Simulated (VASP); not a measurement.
The system is CsH.

```
Cs H
1.0
     0.00000    3.18800    3.18800
     3.18800    0.00000    3.18800
     3.18800    3.18800    0.00000
Cs H
1 1
Direct
  0.00000 0.00000 0.00000
  0.50000 0.50000 0.50000
```

| Quantity | Value |
| --- | --- |
| Program | VASP 6.6.1 |
| Task | relaxation of cell and atoms |
| Functional | LDA |
| Potentials or basis | VASP PAW LDA potentials, release 64 (Cs_sv, H) |
| Cutoff | 600 eV |
| k mesh | 6 × 6 × 6 |
| Occupations | gaussian, width 0.02 eV |
| Spin | no spin polarisation |

At the start: pressure -1.2 GPa; volume 32.40 Å³/atom.

Problem. How do energy, volume and symmetry change on relaxing?

Solution. Over 4 steps the energy falls by 15.9 meV/atom and the volume is 28.54 Å³/atom (-11.9 %); space group Fm-3m (No. 225, to 0.05 Å).

The path:
| step | energy change (eV) | largest force (eV/Å) | pressure (GPa) | volume (Å³) |
| --- | --- | --- | --- | --- |
| 1 | 0.0000 | 0.0000 | -1.21 | 64.80 |
| 2 | -0.0151 | 0.0000 | -0.93 | 62.54 |
| 3 | -0.0317 | 0.0000 | -0.12 | 57.69 |
| 4 | -0.0319 | 0.0000 | 0.01 | 57.08 |

Final structure:
```
Cs H
1.0
     0.00000    3.05592    3.05592
     3.05592    0.00000    3.05592
     3.05592    3.05592    0.00000
Cs H
1 1
Direct
  0.00000 0.00000 0.00000
  0.50000 0.50000 0.50000
```

Caveat: the volume moved by -12 % from the deposited cell, more than functionals usually miss.
